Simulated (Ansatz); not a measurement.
SiNi: course of a relaxation

Method: DFT PBEsol, scalar-relativistic, plane waves, PAW (Ansatz 0.2.0). Settings: 420 eV cutoff, 18×16×12 k-mesh, Gaussian smearing of 0.10 eV, no spin polarisation.

What was changed: biaxial strain in the a-b plane, c and atoms relaxed: +4.5 %.

Command:

```bash
ansatz run input.yaml --threads 1 --pin off --max-ram 2560MiB --backend cpu --events-out ev --progress --plain --runs-dir out
```

Input:

```yaml
crystal:
  lattice:
    - [3.1295539941, 0.0, 0.0]
    - [0.0, 3.3801542946, 0.0]
    - [0.0, 0.0, 4.5463123507]
  atoms:
    - { symbol: Si, position: [0.5, 0.5, 0.8424871115] }
    - { symbol: Si, position: [0.0, 0.0, 0.1575128885] }
    - { symbol: Ni, position: [0.5, 0.5, 0.3442449349] }
    - { symbol: Ni, position: [0.0, 0.0, 0.6557550651] }
basis:
  ecutwfc: 420
kpoints:
  mp_grid: { grid: [18, 16, 12] }
hamiltonian:
  xc: pbesol
scf:
  occupations: { method: gaussian, width: 0.1 }
output:
  forces: true
  stress: true
  eigenvalues: true
relax:
  adjacent_minimum: "off"
  f_tol: 0.008
  max_steps: 40
  cell: { stress_tol: 0.015, fix: [a, b, gamma] }
```

F is the free energy. Steps run on the plane waves of an earlier cell, but the last one, and at times one on the way, on a freshly chosen basis, so a repeated geometry can differ a little in energy. The held parts of the cell keep their stress, so P needn't end at zero.

Steps:

```tsv
step	F − F(1) (eV)	largest force component (eV/Å)	V (Å³/atom)	P (GPa)
1	0.0000	0.070	12.023	-7.20
2	-0.0017	0.024	12.053	-7.82
3	-0.0022	0.007	12.081	-8.36
4	-0.0022	0.005	12.084	-8.41
5	-0.0022	0.000	12.085	-8.42
6	-0.0023	0.000	12.085	-8.42
```

Relaxed structure:

```cif
data_structure
_symmetry_space_group_name_H-M 'P 1'
_symmetry_Int_Tables_number 1
_cell_length_a 3.1296
_cell_length_b 3.3802
_cell_length_c 4.5696
_cell_angle_alpha 90.000
_cell_angle_beta 90.000
_cell_angle_gamma 90.000
_cell_volume 48.34
loop_
_atom_site_label
_atom_site_type_symbol
_atom_site_fract_x
_atom_site_fract_y
_atom_site_fract_z
_atom_site_occupancy
Si1 Si 0.50000 0.50000 0.84270 1
Si2 Si 0.00000 0.00000 0.15730 1
Ni1 Ni 0.50000 0.50000 0.34489 1
Ni2 Ni 0.00000 0.00000 0.65511 1
```

The structure is orthorhombic, space group Pmmn (No. 59). Conventional cell: a = 3.130 Å, b = 3.380 Å, c = 4.570 Å, α = 90.00°, β = 90.00°, γ = 90.00°. Si (site symmetry mm2) is surrounded by 6 Ni at 2.27 to 2.46 Å. Around Ni (site symmetry mm2) lie 6 Si at 2.27 to 2.46 Å.

The run converged. The run took 3.9 min on 1 thread of Arm Neoverse V2 (shared host), peak memory 0.85 GiB.